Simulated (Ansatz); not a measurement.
# Al2O3 (Corundum): a many-body input that goes wrong, and its mend

What is wrong with this input for Al2O3 (Corundum)?

Method: G0W0 on PBE, plane waves, PAW, in Ansatz 0.2.0.

## Step 1: Set-up

It takes space group R-3c (No. 167, trigonal). Conventional cell: a = 4.760 Å, b = 4.760 Å, c = 12.996 Å, α = 90.00°, β = 90.00°, γ = 120.00°. Al has 6 O at 1.85 to 1.97 Å nearest. O has 4 Al at 1.85 to 1.97 Å nearest. Farther neighbours and most contacts between anions are not listed.

The cell and positions come from the Crystallography Open Database and are kept as given unless a step says otherwise. The default PAW set here is soft_2. Its files were made with PBE.

## Step 2: First try

input.yaml

```yaml
crystal:
  lattice:
    - [2.38025, 1.3742379782, 4.3318666667]
    - [-2.38025, 1.3742379782, 4.3318666667]
    - [0.0, -2.7484759565, 4.3318666667]
  atoms:
    - { symbol: Al, position: [0.35216, 0.35216, 0.35216] }
    - { symbol: Al, position: [0.14784, 0.14784, 0.14784] }
    - { symbol: Al, position: [0.64784, 0.64784, 0.64784] }
    - { symbol: Al, position: [0.85216, 0.85216, 0.85216] }
    - { symbol: O, position: [0.55668, 0.94332, 0.25] }
    - { symbol: O, position: [0.25, 0.55668, 0.94332] }
    - { symbol: O, position: [0.94332, 0.25, 0.55668] }
    - { symbol: O, position: [0.44332, 0.05668, 0.75] }
    - { symbol: O, position: [0.75, 0.44332, 0.05668] }
    - { symbol: O, position: [0.05668, 0.75, 0.44332] }
kpoints:
  mp_grid: { grid: [4, 4, 4] }
hamiltonian:
  xc: pbe
scf:
  occupations: { method: fixed }
  max_iter: 60
gw:
  n_empty_bands: 89
  ecut_chi: 60
  qp_bands: [v3, c3]
  qp_kpoints: band_edges
  screening: { model: contour_deformation }
total_charge: 1
```

The run is started by

```
ansatz run input.yaml --threads 3 --pin off --max-ram 92160MiB --backend cuda --events-out ev --progress --plain --runs-dir out --devices 1 --max-vram 13GiB  # rebuilt from the run's record
```

Numbers of over 12 decimals in the logs are rounded to 6 here.

Output:

```text
Error: inconsistent input (scf.occupations.method, magnetization): a σ = 0 step fill (method: fixed, or a smearing width below the step floor) cannot realise an odd electron count (47) — the per-k integer fill puts the same N_el/2 bands in each spin channel; use a smearing method with a finite width, such as fermi_dirac
```

Elapsed: 0.12 s, on 3 threads of AMD EPYC 7R13 (Zen 3), shared host; peak memory 0.082 GiB.

**What went wrong?**

The input was rejected at the start.

The program's message: “Error: inconsistent input (scf.occupations.method, magnetization): a σ = 0 step fill (method: fixed, or a smearing width below the step floor) cannot realise an odd electron count (47) — the per-k int …”

The fault: a charged cell. Adding or removing electrons leaves a partly filled band.

## Step 3: A better input

G0W0 replaces the xc potential by the self-energy, built once from these orbitals. Only a window of levels is corrected, while the sums run over the empty bands that the input names.

input.yaml: that of step 2 with these lines changed.

```diff
@@ -22,6 +22,5 @@
   occupations: { method: fixed }
-  max_iter: 60
 gw:
-  n_empty_bands: 89
-  ecut_chi: 60
+  n_empty_bands: 76
+  ecut_chi: 54
   qp_bands: [v3, c3]
@@ -29,2 +28 @@
   screening: { model: contour_deformation }
-total_charge: 1
```

Output:

```text
GPUs: using 1 of 1 available (devices: 1).
[...]
device memory: the entry about to start is reckoned to put 1.7 GiB on a device that reports 54.2 GiB free (of which the cap on the GPU budget leaves the run 13.0 GiB)
GPU FFT provider: cuFFT
GPU libraries: cuBLAS 13.8.2, cuFFT 12.4.0, cuSOLVER 12.3.4
Crystal: 10 atoms, lattice volume = 85.018 Å³
Basis set: ecut = 420 eV, 1653 PW (Γ)
Bands: 34, of which v1, the nominal top of the filled ones, is band 24 counted from 1 (23 counted from 0)
Symmetry: 12 space group operations
[...]
k-points: 13 of 64
[...]
GPU buffer pool allocated for 46656 grid points (all kernels)
GPU transforms: local potential and band sums: pruned to the plane-wave sphere, on 36×36×36
[...]
SCF iter   1: F=—  HF=-5569.548618 eV  |F-HF|=—  |Δ(HF+E_count)|=         —  Δρ=1.69e-3  dr2=1.16e-3  ethr=1.77e-3  ⟨swp⟩=5.3  Hψ=1777  notcnv=0  defer=87
[...]
0    22      7.7066   -26.9900     4.6987   -21.3928  0.8179     6.8026     6.8081  root
     0    23      7.7066   -26.9900     4.6987   -21.3928  0.8179     6.8026     6.8081  root
     0    24      7.7510   -26.9138     4.6596   -21.3873  0.8184     6.8790     6.8841  root
     0    25     13.9678   -11.3835    -3.7441   -16.6328  0.8588    15.4839    15.4731  root
     0    26     16.9106    -7.9116    -4.0188   -13.5347  0.8604    18.5288    18.5149  root
     0    27     18.5127   -10.0280    -4.1422   -16.4078  0.8515    20.7809    20.7502  root
     1    22      7.3014   -26.5359     4.7959   -20.7076  0.8146     6.2612     6.2689  root
     1    23      7.5967   -26.8143     4.7392   -21.1261  0.8167     6.6414     6.6477  root
[...]
12    24      7.3684   -26.7487     4.7744   -20.9898  0.8159     6.3769     6.3838  root
    12    25     16.4293   -10.5419    -3.9228   -16.2397  0.8516    18.2221    18.2043  root
    12    26     16.4293   -10.5419    -3.9228   -16.2397  0.8516    18.2221    18.2043  root
    12    27     18.8590    -7.1141    -4.1492   -13.0268  0.8591    20.6410    20.6225  root
[key lines of the parts left out:]
SCF converged after 6 iterations
Free energy (F): -5569.550833 eV
Fermi energy:    7.750965 eV
```

Elapsed: 9.7 s, on 1 × NVIDIA H100 80GB HBM3 (shared by 6 runs) with 3 threads; peak memory 1.1 GiB.

The column dr2 measures how far the density is from self-consistency, as an energy; F and HF (Harris–Foulkes) agree once it is small.

This step gave:

| Quantity | Value |
| --- | --- |
| bands summed | 100 |
| RPA ε∞ on this mesh (eigenvalues) | 3.105, 3.135, 3.135 |
| plane waves in the screening matrix | 71 |
| q-points in the mesh | 64 |
| G0W0 gap on the mesh | 8.589 eV |
| k of the valence top | 0, 0, 0 |
| k of the conduction bottom | 0, 0, 0 |
| starting gap on the mesh | 6.217 eV |
| Z at the valence top | 0.8184 |
| Z at the conduction bottom | 0.8588 |
| least direct G0W0 gap on the computed points | 8.589 eV |

The gap on the mesh goes from 6.22 eV to 8.59 eV, a correction of +2.37 eV. Between the two edge states, bare exchange in place of the xc potential would open the gap by 10.78 eV, and correlation takes back 8.40 eV.

## Step 4: Summary of results

| Item | Value |
| --- | --- |
| first try | refused after 0.12 s |
| better run | G0W0 gap on the mesh 8.59 eV (4×4×4 mesh, 76 empty bands, screening to 54 eV) |

In words: The second run differs in: empty bands, screening cutoff (eV), cell charge and iteration cap. Bands and cutoff are finite, so the gap is not at the basis limit. The miss can reach some tenths of an eV and take either sign; the mesh is an error of its own.

[Paths, hosts, dates, memory and timing lines, banners, echoed tables and standing remarks are left out of the program output.]

[Logs are printed without paths, hosts, clocks, repeated set-up lines and the standing remarks that a program may print on its own settings, such as how far it seeks lower states.]

[Runs of the session that timed out or met a known fault of the program may be left out.]

[Cells called generated may have been cut or substituted from an entry of the Crystallography Open Database or the Materials Project.]

[Hosts, paths, dates, database ids (printed as entryN), source tags and the programs' standing remarks are cut or masked in the printed files.]
